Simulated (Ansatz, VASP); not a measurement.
HfC in VASP and in Ansatz

```
Hf C
1.0
     0.00000    2.35560    2.35560
     2.35560    0.00000    2.35560
     2.35560    2.35560    0.00000
Hf C
1 1
Direct
  0.50000 0.50000 0.50000
  0.00000 0.00000 0.00000
```

Change from the starting cell: volume scaled by 1.04, crystal datasets.

Alike in both runs: task electric field gradients; functional LDA; k mesh 12 × 12 × 12; occupations fermi-dirac, width 0.05 eV; no spin polarisation.

|  | VASP | Ansatz |
| --- | --- | --- |
| version | VASP 6.6.1 | Ansatz 0.2.0 |
| potentials or method | VASP PAW LDA potentials, release 64 (Hf_pv, C), cutoff 520 eV | all-electron PAW with datasets made for the crystal, scalar-relativistic |

|  | VASP | Ansatz | Ansatz less VASP |
| --- | --- | --- | --- |
| pressure (GPa) | -19.5 | -19.5 | -0.04 |
| Vzz of the field gradient on the site that differs most (V/Å²) | 0.0 | 0.0 | 0.00 |

Ansatz ran all-electron here, so the differences hold the error of VASP's frozen core and of both bases. Ansatz warned: «gradients_without_spin_orbit».

Caveats: so large a pressure means that the cell lies far from this level's equilibrium, or that cutoff or potentials fall short (VASP). The runs have no spin-orbit coupling, so splittings on Hf are missing.
